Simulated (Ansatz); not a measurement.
**PtTe: strain energy, fitted**

PtTe, P6_3/mmc, a = 4.223 Å, c = 5.542 Å. The structure is a COD entry; whether it is the stable form wasn't checked. Ansatz: PBEsol, PAW, 420 eV, Γ-centred 12×12×10 mesh on 4 atoms, Gaussian smearing 0.10 eV; no spin polarisation. Series: strain along c alone, the other axes held, atoms fixed by symmetry; x is the strain in per cent. y is the free energy over the unstrained cell, V0 = 21.398 Å³/atom.

```
x (%) y (meV/atom)
 -3.0             ?
 -2.0          6.30
 -1.0          1.45
  0.0          0.00
  1.0          1.60
  2.0          5.91
  3.0         12.63
```

Question: Fit y = c2 x² + c3 x³ to the other rows, turn c2 into a modulus, and predict the missing energy.

Answer: Least squares on the rows shown. y = 1.512 x² − 0.03414 x³. In eV per unit strain² c2 is 15.12; this is C33 with relaxed ions (E = ½ C33 V0 ε²): 2 × 15.12 × 160.2 / (21.398) = 226 GPa. The unstrained cell keeps some stress along the strain, worth a slope of 0.13 meV/atom per %, which the form leaves out. At x = -3.0 the fit asked for gives 14.53 meV/atom. The run gave 14.93 meV/atom, so the fit is 0.40 meV/atom too low, 2.7 % of the span of the series, against an rms of 0.10 meV/atom on the fitted rows. The row lies outside the fitted range. With a term in x⁴ added, a fit to the same known rows predicts 13.91 meV/atom, further off still.

Spin–orbit coupling is left out, which can shift energies with elements as heavy as these.